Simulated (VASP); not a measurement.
# Zn2Ga2O3 (P-3m1) in VASP: a series of runs

One crystal, Zn2Ga2O3, is run at these levels: PBE; tasks: relaxation of cell and atoms.

All numbers are computed with VASP 6.6.1; they aren't measurements. Logs are shortened: lines on timing, memory, paths and dates and some standing lists are left out, and cuts for length are marked.

### Step 1. The crystal as given

It takes space group P-3m1 (No. 164, trigonal). The conventional cell has a = 3.220 Å, b = 3.220 Å, c = 11.000 Å, α = 90.00°, β = 90.00°, γ = 120.00°. Around Zn (site symmetry 3m) lie 6 O at 2.08 to 2.16 Å. Ga (site symmetry 3m) has 3 O at 2.28 Å as nearest neighbours. O (site symmetry 3m) is surrounded by 3 Zn at 2.08 Å and 3 Ga at 2.28 Å. O (site symmetry -3m) is surrounded by 6 Zn at 2.16 Å.

The cell was built by a generator and needn't be a form met in nature.

### Step 2. Relaxation of cell and atoms, PBE

Contents of INCAR:

```
ALGO     = Fast           # electronic algorithm
EDIFF    = 1E-4           # SCF threshold, eV
EDIFFG   = -0.08          # ionic threshold
ENCUT    = 520            # plane-wave cutoff, eV
GGA      = PE             # functional
IBRION   = 2              # ionic algorithm
ISIF     = 3              # what is computed and relaxed
ISMEAR   = 0              # smearing method
LASPH    = True           # aspherical terms in the spheres
LCHARG   = False          # write CHGCAR
LREAL    = False          # projectors in reciprocal space
LWAVE    = False          # write WAVECAR
NELM     = 60             # most SCF steps
NSW      = 24             # ionic steps
PREC     = Normal         # precision mode
SIGMA    = 0.15           # smearing width, eV
```

Contents of KPOINTS:

```
k-points
0
Gamma
  5 5 2
```

Contents of POSCAR:

```
Zn2Ga2O3
1.0
    3.2200000000      0.0000000000      0.0000000000
   -1.6100000000      2.7886018000      0.0000000000
    0.0000000000      0.0000000000     11.0000000000
Zn Ga O
2 2 3
Direct
    0.3333333300      0.6666666700      0.1000000000
    0.6666666700      0.3333333300      0.9000000000
    0.0000000000      0.0000000000      0.6950000000
    0.0000000000      0.0000000000      0.3050000000
    0.6666666700      0.3333333300      0.1850000000
    0.3333333300      0.6666666700      0.8150000000
    0.0000000000      0.0000000000      0.0000000000
```

Potentials or basis: VASP PAW PBE potentials, release 64 (Zn, Ga_d, O).

Run with:

```bash
$ cat potpaw_PBE.64/Zn/POTCAR potpaw_PBE.64/Ga_d/POTCAR potpaw_PBE.64/O/POTCAR > POTCAR
$ mpirun -np 1 vasp_std > vasp.out
```

OUTCAR:

```text
EDIFF = 1E-4
   EDIFFG = -0.08
   ENCUT = 520
   GGA = PE
   IBRION = 2
   ISIF = 3
   ISMEAR = 0
   LASPH = True
   LREAL = False
   NELM = 60
   NSW = 24
   PREC = Normal

 ion  position               nearest neighbor table
   1  0.333  0.667  0.100-   5 2.08   5 2.08   5 2.08   7 2.16   7 2.16   7 2.16   2 2.88   2 2.88
                             2 2.88   4 2.92   4 2.92   4 2.92
   2  0.667  0.333  0.900-   6 2.08   6 2.08   6 2.08   7 2.16   7 2.16   7 2.16   1 2.88   1 2.88
                             1 2.88   3 2.92   3 2.92   3 2.92
   3  0.000  0.000  0.695-   6 2.28   6 2.28   6 2.28   2 2.92   2 2.92   2 2.92
   4  0.000  0.000  0.305-   5 2.28   5 2.28   5 2.28   1 2.92   1 2.92   1 2.92
   5  0.667  0.333  0.185-   1 2.08   1 2.08   1 2.08   4 2.28   4 2.28   4 2.28
   6  0.333  0.667  0.815-   2 2.08   2 2.08   2 2.08   3 2.28   3 2.28   3 2.28
   7  0.000  0.000  0.000-   1 2.16   2 2.16   1 2.16   2 2.16   2 2.16   1 2.16

  LATTYP: Found a hexagonal cell.
 ALAT       =     3.2200000000
 C/A-ratio  =     3.4161490683

  Lattice vectors:

 A1 = (   3.2200000000,   0.0000000000,   0.0000000000)
 A2 = (  -1.6100000000,   2.7886018000,   0.0000000000)
 A3 = (   0.0000000000,   0.0000000000,  11.0000000000)

Analysis of symmetry for initial positions (statically):
=====================================================================
 Subroutine PRICEL returns:
 Original cell was already a primitive cell.

 Routine SETGRP: Setting up the symmetry group for a
 hexagonal supercell.

 Subroutine GETGRP returns: Found 12 space group operations
 (whereof 12 operations were pure point group operations)
 out of a pool of 24 trial point group operations.

The static configuration has the point symmetry D_3d.

Analysis of symmetry for dynamics (positions and initial velocities):
=====================================================================
 Subroutine PRICEL returns:
 Original cell was already a primitive cell.

 Routine SETGRP: Setting up the symmetry group for a
 hexagonal supercell.

 Subroutine GETGRP returns: Found 12 space group operations
 (whereof 12 operations were pure point group operations)
 out of a pool of 24 trial point group operations.

The dynamic configuration has the point symmetry D_3d.

 Subroutine INISYM returns: Found 12 space group operations
 (whereof 12 operations are pure point group operations),
 and found     1 'primitive' translations

----------------------------------------------------------------------------------------

                                     Primitive cell

  volume of cell :      98.7723

  direct lattice vectors                    reciprocal lattice vectors
     3.220000000  0.000000000  0.000000000     0.310559006  0.179301326  0.000000000
    -1.610000000  2.788601800  0.000000000     0.000000000  0.358602652  0.000000000
     0.000000000  0.000000000 11.000000000     0.000000000  0.000000000  0.090909091

  length of vectors
     3.220000000  3.220000000 11.000000000     0.358602652  0.358602652  0.090909091

  position of ions in fractional coordinates (direct lattice)
     0.333333330  0.666666670  0.100000000
     0.666666670  0.333333330  0.900000000
     0.000000000  0.000000000  0.695000000
     0.000000000  0.000000000  0.305000000
     0.666666670  0.333333330  0.185000000
     0.333333330  0.666666670  0.815000000
     0.000000000  0.000000000  0.000000000

  ion indices of the primitive-cell ions
   primitive index   ion index
                 1           1
                 2           2
                 3           3
                 4           4
                 5           5
                 6           6
                 7           7

----------------------------------------------------------------------------------------

 KPOINTS: k-points

Automatic generation of k-mesh.
 Grid dimensions read from file:
 generate k-points for:    5    5    2

 Generating k-lattice:

  Cartesian coordinates                     Fractional coordinates (reciprocal lattice)
     0.062111801  0.035860265  0.000000000     0.200000000  0.000000000  0.000000000
     0.000000000  0.071720530  0.000000000     0.000000000  0.200000000  0.000000000
     0.000000000  0.000000000  0.045454545     0.000000000  0.000000000  0.500000000

  Length of vectors
     0.071720530  0.071720530  0.045454545

  Shift w.r.t. Gamma in fractional coordinates (k-lattice)
     0.000000000  0.000000000  0.000000000

 Subroutine IBZKPT returns following result:
 ===========================================

 Found     10 irreducible k-points:

 Following reciprocal coordinates:
            Coordinates               Weight
  0.000000  0.000000  0.000000      1.000000
  0.200000  0.000000  0.000000      6.000000
  0.400000  0.000000  0.000000      6.000000
  0.200000  0.200000  0.000000      6.000000
  0.400000  0.200000  0.000000      6.000000
  0.000000  0.000000  0.500000      1.000000
  0.200000  0.000000  0.500000      6.000000
  0.400000  0.000000  0.500000      6.000000
  0.200000  0.200000  0.500000      6.000000
  0.400000  0.200000  0.500000      6.000000
   k-points           NKPTS =     10   k-points in BZ     NKDIM =     10   number of bands    NBANDS=     40
   number of dos      NEDOS =    301   number of ions     NIONS =      7
   total plane-waves  NPLWV =  20736
   dimension x,y,z NGX =    18 NGY =   18 NGZ =   64
   dimension x,y,z NGXF=    36 NGYF=   36 NGZF=  128
   ions per type =               2   2   3
   NGX,Y,Z   is equivalent  to a cutoff of   9.29,  9.29,  9.67 a.u.
   NGXF,Y,Z  is equivalent  to a cutoff of  18.59, 18.59, 19.34 a.u.
 SYSTEM =  unknown system
   PREC   = normal    normal or accurate (medium, high low for compatibility)
   ISTART =      0    job   : 0-new  1-cont  2-samecut
   ICHARG =      2    charge: 1-file 2-atom 10-const
   ISPIN  =      1    spin polarized calculation?
   LNONCOLLINEAR =      F non collinear calculations
   LSORBIT =      F    spin-orbit coupling
   LASPH  =      T    aspherical Exc in radial PAW
   ENCUT  =  520.0 eV  38.22 Ry    6.18 a.u.   5.99  5.99 20.45*2*pi/ulx,y,z
   NELM   =     60;   NELMIN=  2; NELMDL= -5     # of ELM steps
   EDIFF  = 0.1E-03   stopping-criterion for ELM
   LREAL  =      F    real-space projection
   EDIFFG = -.8E-01   stopping-criterion for IOM
   NSW    =     24    number of steps for IOM
   IBRION =      2    ionic relax: 0-MD 1-quasi-New 2-CG
   NFREE  =      1    steps in history (QN), initial steepest desc. (CG)
   ISIF   =      3    stress and relaxation
   ISYM   =      2    0-nonsym 1-usesym 2-fastsym
   POTIM  = 0.5000    time-step for ionic-motion
   TEBEG  =    0.0;   TEEND  =   0.0 temperature during run
   PSTRESS=    0.0 pullay stress
   NELECT =      68.0000    total number of electrons
   NUPDOWN=      -1.0000    fix difference up-down
   EMIN   =  10.00;   EMAX   =-10.00  energy-range for DOS
   EFERMI =   0.00;   METHOD = LEGACY
   ISMEAR =     0;   SIGMA  =   0.15  broadening in eV -4-tet -1-fermi 0-gaus
   EFERMI_NEDOS =   21; number of points for ismear=-14 and -15
   IALGO  =     68    algorithm
   IMIX   =      4    mixing-type and parameters
     AMIX     =   0.40;   BMIX     =  1.00
     AMIX_MAG =   1.60;   BMIX_MAG =  1.00
  volume/ion in A,a.u.               =      14.11        95.22
  Fermi-wavevector in a.u.,A,eV,Ry     =   1.445549  2.731691 28.430891  2.089612
  Thomas-Fermi vector in A             =   2.563718
   LORBIT       =      0    0 simple, 1 ext, 2 COOP (PROOUT), +10 PAW based schemes
   GGA     = PE    functional components
   LHFCALC =     F    Hartree Fock is set to
   AEXX    =    0.0000 exact exchange contribution
   IVDW    =     0    specifies the selected vdW correction
   LEPSILON=     F    determine dielectric tensor
   LRPA    =     F    only Hartree local field effects (RPA)
 conjugate gradient relaxation of ions
 non-spin polarized calculation
 RMM-DIIS sequential band-by-band and
 Gauss-broadening in eV      SIGMA  =   0.15
  energy-cutoff  :      520.00
  volume of cell :       98.77
 maximum number of plane-waves:      2686
   NGX = 11   NGY = 11   NGZ = 41

--------------------------------------- Ionic step        1  -------------------------------------------

 number of electron      68.0000274 magnetization

 Free energy of the ion-electron system (eV)
  ---------------------------------------------------
  ext. energy  EPLUGINS =         0.00000000
  ---------------------------------------------------
  free energy    TOTEN  =       -28.72269477 eV

  energy without entropy =      -28.72015805  energy(sigma->0) =      -28.72142641

------------------------ aborting loop because EDIFF is reached ----------------------------------------

  FORCE on cell =-STRESS in cart. coord.  units (eV):
  Direction    XX          YY          ZZ          XY          YZ          ZX
  --------------------------------------------------------------------------------------
  -------------------------------------------------------------------------------------
  Total        2.2722260      2.2722260     11.0082051      0.0000000     -0.0000000     -0.0000000
  in kB       36.8576000     36.8576000    178.5632310      0.0000000     -0.0000000     -0.0000000
  external PRESSURE =      84.0928103 kB  Pullay stress =       0.0000000 kB
[... 67 lines left out ...]
  energy  without entropy=      -29.3332682968  energy(sigma->0) =      -29.33332577

--------------------------------------- Ionic step        3  -------------------------------------------

 number of electron      68.0000244 magnetization

 E-fermi :   2.2385     XC(G=0):  -9.9478

 val. band max:        1.9004483570   @ k =   0.4000   0.2000   0.0000
 cond. band min:       2.5170358802   @ k =   0.0000   0.0000   0.0000
 fundamental gap:      0.6165875232
 Fermi energy:         2.2384656924

 k-point     1 :       0.0000    0.0000    0.0000
  band No.  band energies     occupation
      1     -16.4555      2.00000
      2     -15.9613      2.00000
      3     -15.3412      2.00000
      4     -11.9901      2.00000
      5     -11.9901      2.00000
      6     -11.9901      2.00000
[... 453 lines left out ...]
  FREE ENERGIE OF THE ION-ELECTRON SYSTEM (eV)
  ---------------------------------------------------
  free  energy   TOTEN  =       -29.3334972877 eV

  energy  without entropy=      -29.3333802084  energy(sigma->0) =      -29.33343875

[... ionic steps 4 to 14 ...]

--------------------------------------- Ionic step       15  -------------------------------------------

 number of electron      67.9999931 magnetization

------------------------ aborting loop because EDIFF is reached ----------------------------------------

  FORCE on cell =-STRESS in cart. coord.  units (eV):
  Direction    XX          YY          ZZ          XY          YZ          ZX
  --------------------------------------------------------------------------------------
  -------------------------------------------------------------------------------------
  Total       -0.0311319     -0.0311319     -0.0816095      0.0000000      0.0000000      0.0000000
  in kB       -0.4852207     -0.4852207     -1.2719630      0.0000000      0.0000000      0.0000000
  external PRESSURE =      -0.7474682 kB  Pullay stress =       0.0000000 kB
[... 67 lines left out ...]
  energy  without entropy=      -29.7351921821  energy(sigma->0) =      -29.73521128

--------------------------------------- Ionic step       17  -------------------------------------------

 number of electron      67.9999929 magnetization

 Free energy of the ion-electron system (eV)
  ---------------------------------------------------
  ext. energy  EPLUGINS =         0.00000000
  ---------------------------------------------------
  free energy    TOTEN  =       -29.73663868 eV

  energy without entropy =      -29.73657928  energy(sigma->0) =      -29.73660898

 E-fermi :   2.8625     XC(G=0): -10.2223

 val. band max:        2.5023586638   @ k =   0.4000   0.2000   0.0000
 cond. band min:       3.1669082881   @ k =   0.0000   0.0000   0.0000
 fundamental gap:      0.6645496243
 Fermi energy:         2.8625266327

 k-point     1 :       0.0000    0.0000    0.0000
  band No.  band energies     occupation
      1     -16.5255      2.00000
      2     -16.0963      2.00000
      3     -15.5995      2.00000
      4     -11.5306      2.00000
      5     -11.5306      2.00000
      6     -11.5305      2.00000
[... 453 lines left out ...]
  FREE ENERGIE OF THE ION-ELECTRON SYSTEM (eV)
  ---------------------------------------------------
  free  energy   TOTEN  =       -29.7366386752 eV

  energy  without entropy=      -29.7365792774  energy(sigma->0) =      -29.73660898

 reached required accuracy - stopping structural energy minimisation
```

Run time: 3.8 min. Hardware: 1 thread of Intel Xeon Platinum 8259CL at 2.50GHz (Skylake/Cascade Lake), shared host; peak memory 0.18 GiB.

What came out:

- Free energy: -29.7366 eV
- Relaxed volume: 14.70 Å³/atom
- Relaxed cell: a = 3.081 Å, b = 3.081 Å, c = 12.519 Å, α = 90.00°, β = 90.00°, γ = 120.00°
- Space group after relaxing (to 0.05 Å): P-3m1 (No. 164)
- Energy gained by relaxing: 144.8 meV/atom
- Ionic steps: 17
- Pressure after relaxing: -0.4 GPa
- Largest force after relaxing: 0.056 eV/Å
- Band gap on the k mesh: 0.66 eV, indirect (least direct gap 1.63 eV)

Forces on the atoms (eV/Å):
```
Zn   0.000  0.000  0.031
Zn   0.000  0.000 -0.031
Ga   0.000  0.000 -0.030
Ga   0.000  0.000  0.030
O    0.000  0.000  0.056
O    0.000  0.000 -0.056
O    0.000  0.000  0.000
```

Step by step:
```tsv
step	energy change (eV)	largest force (eV/Å)	pressure (GPa)	volume (Å³)
1	0.0000	1.4023	8.41	98.77
2	-0.6107	0.5515	-4.01	109.62
3	-0.6108	0.5674	-3.54	109.52
4	-0.8767	0.4329	-2.29	106.70
5	-0.9506	0.7136	-1.68	104.91
6	-0.8617	1.3764	0.99	101.15
7	-0.9591	0.8490	-1.50	104.12
8	-1.0027	0.1695	1.48	101.38
9	-1.0040	0.2237	0.95	101.81
10	-1.0040	0.1486	1.74	101.70
11	-1.0040	0.2145	0.93	101.76
12	-1.0125	0.1242	-0.60	102.91
13	-1.0125	0.1415	0.44	102.75
14	-1.0126	0.1188	-0.43	102.84
15	-1.0125	0.1492	-0.07	102.80
16	-1.0125	0.1281	0.02	102.82
17	-1.0139	0.0563	-0.40	102.90
```

Final structure:
```
CELL_PARAMETERS angstrom
3.08081 0.00000 0.00000
-1.54040 2.66806 0.00000
0.00000 0.00000 12.51907
ATOMIC_POSITIONS crystal
Zn 0.33333 0.66667 0.09874
Zn 0.66667 0.33333 0.90126
Ga 0.00000 0.00000 0.68691
Ga 0.00000 0.00000 0.31309
O 0.66667 0.33333 0.19638
O 0.33333 0.66667 0.80362
O 0.00000 0.00000 0.00000
```

Levels at points of the mesh, in eV from the valence-band top:
| k point | band 31 | band 32 | band 33 | band 34 | band 35 | band 36 | band 37 | band 38 |
| --- | --- | --- | --- | --- | --- | --- | --- | --- |
| (0.00, 0.00, 0.00) | -1.79 | -1.68 | -1.19 | -1.19 | 0.66 | 2.57 | 3.21 | 6.02 |
| (0.00, 0.00, 0.50) | -1.79 | -1.79 | -1.19 | -1.19 | 1.24 | 1.74 | 3.66 | 5.78 |

Caveat: the k mesh is coarse (spacing up to 0.45 Å⁻¹), so the values aren't converged; an odd mesh through Γ misses points on the zone boundary, where band edges often lie; the relaxation stopped at a loose force limit of 0.08 eV/Å, so its end isn't a converged minimum.

### Step 3. Relaxation of cell and atoms, PBE

This run uses another cell than the first one, of 11.92 Å³/atom, 0.845 times its volume.

INCAR is that of step 2.

Contents of KPOINTS:

```
k-points
0
Gamma
  4 4 4
```

Contents of POSCAR:

```
Zn2Ga2O3
1.0
    2.4623034700      1.4216115700      3.9723641100
   -2.4623034700      1.4216115700      3.9723641100
    0.0000000000     -2.8432231400      3.9723641100
Zn Ga O
2 2 3
Direct
    0.7177043600      0.7177043600      0.7177043600
    0.2822956400      0.2822956400      0.2822956400
    0.5000000000      0.5000000000      0.5000000000
    0.0000000000      0.0000000000      0.0000000000
    0.5000000000      0.0000000000      0.0000000000
    0.0000000000      0.0000000000      0.5000000000
    0.0000000000      0.5000000000      0.0000000000
```

Potentials or basis: VASP PAW PBE potentials, release 64 (Zn, Ga_d, O).

Run with:

```bash
$ cat potpaw_PBE.64/Zn/POTCAR potpaw_PBE.64/Ga_d/POTCAR potpaw_PBE.64/O/POTCAR > POTCAR
$ mpirun -np 1 vasp_std > vasp.out
```

It took 2.9 min on 1 thread of Intel Xeon Platinum 8259CL at 2.50GHz (Skylake/Cascade Lake), shared host; peak memory 0.18 GiB.

Results (log left out):

* Free energy: -27.5177 eV
* Relaxed volume: 13.29 Å³/atom
* Relaxed cell: a = 4.697 Å, b = 4.697 Å, c = 4.697 Å, α = 73.58°, β = 73.58°, γ = 73.58°
* Space group after relaxing (to 0.05 Å): R-3m (No. 166)
* Energy gained by relaxing: 369.6 meV/atom
* Ionic steps: 8
* Pressure after relaxing: 0.8 GPa
* Largest force after relaxing: 0.005 eV/Å
* Band gap on the k mesh: none (metal or under the smearing width)

Forces on the atoms (eV/Å):
```
Zn   0.000  0.000  0.005
Zn   0.000  0.000 -0.005
Ga   0.000  0.000  0.000
Ga   0.000  0.000  0.000
O    0.000  0.000  0.000
O    0.000  0.000  0.000
O    0.000  0.000  0.000
```

Step by step:
```tsv
step	energy change (eV)	largest force (eV/Å)	pressure (GPa)	volume (Å³)
1	0.0000	0.0479	7.26	83.43
2	-1.4601	0.6868	-1.11	89.73
3	-2.3253	1.5553	-6.16	96.53
4	-2.3906	0.2456	6.02	90.51
5	-2.5401	0.9143	-0.17	93.25
6	-2.5404	0.8678	0.14	93.13
7	-2.5845	0.2129	1.46	93.00
8	-2.5874	0.0052	0.79	93.02
```

Final structure:
```cif
data_structure
_symmetry_space_group_name_H-M 'P 1'
_symmetry_Int_Tables_number 1
_cell_length_a 4.6974
_cell_length_b 4.6974
_cell_length_c 4.6974
_cell_angle_alpha 73.578
_cell_angle_beta 73.578
_cell_angle_gamma 73.578
_cell_volume 93.02
loop_
_atom_site_label
_atom_site_type_symbol
_atom_site_fract_x
_atom_site_fract_y
_atom_site_fract_z
_atom_site_occupancy
Zn1 Zn 0.72602 0.72602 0.72602 1
Zn2 Zn 0.27398 0.27398 0.27398 1
Ga1 Ga 0.50000 0.50000 0.50000 1
Ga2 Ga 0.00000 0.00000 0.00000 1
O1 O 0.50000 0.00000 0.00000 1
O2 O 0.00000 0.00000 0.50000 1
O3 O 0.00000 0.50000 0.00000 1
```

Levels at points of the mesh, in eV from the Fermi level:
```tsv
k point	band 32	band 33	band 34	band 35	band 36	band 37
(0.00, 0.00, 0.00)	-1.27	-1.16	-1.16	0.80	4.14	4.14
(0.50, 0.00, 0.00)	-1.19	-1.10	-1.02	0.60	3.36	4.08
(0.50, 0.50, 0.00)	-1.12	-1.00	-0.06	1.77	2.77	3.48
(0.50, 0.50, 0.50)	-0.93	-0.93	0.28	2.99	3.26	3.26
```

Caveat: the k mesh is coarse (spacing up to 0.39 Å⁻¹), so the values aren't converged; the relaxation stopped at a loose force limit of 0.08 eV/Å, so its end isn't a converged minimum.
